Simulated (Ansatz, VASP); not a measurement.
**Two plane-wave programs on Al**

```
CELL_PARAMETERS angstrom
0.00000 1.83205 1.83205
1.83205 0.00000 1.83205
1.83205 1.83205 0.00000
ATOMIC_POSITIONS crystal
Al 0.00000 0.00000 0.00000
```

Change from the starting cell: strain -0.080 along x and y, -0.080 along z, atoms carried along.

Alike in both runs: task single point; functional PBE; dispersion D3(BJ); k mesh 26 × 26 × 26; occupations gaussian, width 0.15 eV; no spin polarisation.

|  | VASP | Ansatz |
| --- | --- | --- |
| version | VASP 6.6.1 | Ansatz 0.2.0 |
| potentials or method | VASP PAW PBE potentials, release 64 (Al) | scalar-relativistic, plane waves, PAW |
| plane-wave cutoff (eV) | 520 | 420 |
| valence electrons in the cell | 3 | 3 |

```tsv
	VASP	Ansatz	Ansatz less VASP
gap on the k mesh at the Fermi level (eV)	none	none	-
pressure (GPa)	37.6	37.6	0.00
```

A gap of «none» marks a metal or a gap that the smearing closes.

Caveats: so large a pressure means that the cell lies far from this level's equilibrium, or that cutoff or potentials fall short (VASP); pairwise dispersion overbinds metals, which lowers pressure and volume.
